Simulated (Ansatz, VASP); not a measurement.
H in VASP and in Ansatz

```
CELL_PARAMETERS angstrom
1.73096 -2.86827 0.00000
1.73096 2.86827 0.00000
0.00000 0.00000 5.99808
ATOMIC_POSITIONS crystal
H 0.56781 0.43219 0.99951
H 0.43219 0.56781 0.00049
H 0.43219 0.56781 0.49951
H 0.56781 0.43219 0.50049
```

Change from the starting cell: strain +0.050 along x and y, -0.050 along z, atoms carried along.

Alike in both runs: task single point; functional LDA; k mesh 8 × 8 × 4; occupations gaussian, width 0.05 eV; no spin polarisation.

```csv
,VASP,Ansatz
version,VASP 6.6.1,Ansatz 0.2.0
potentials or method,"VASP PAW LDA potentials, release 64 (H)","scalar-relativistic, plane waves, PAW"
plane-wave cutoff (eV),520,420
valence electrons in the cell,4,4
```

Ansatz gave:

| Quantity | Value |
| --- | --- |
| gap on the k mesh at the Fermi level (eV) | 7.30 |
| least direct gap on the mesh (eV) | 7.30 |
| pressure (GPa) | -0.8 |
| largest component of the traceless stress (GPa) | 1.06 |
| rms of the force components (eV/Å) | 0.171 |

**Question.** What did VASP give for the same quantities?

**Answer.** gap on the k mesh at the Fermi level (eV): 7.30; least direct gap on the mesh (eV): 7.30; pressure (GPa): -0.9; largest component of the traceless stress (GPa): 1.03; rms of the force components (eV/Å): 0.160.

Atom by atom the forces differ by 0.010 eV/Å (rms over components).

A k mesh can miss the band edges.
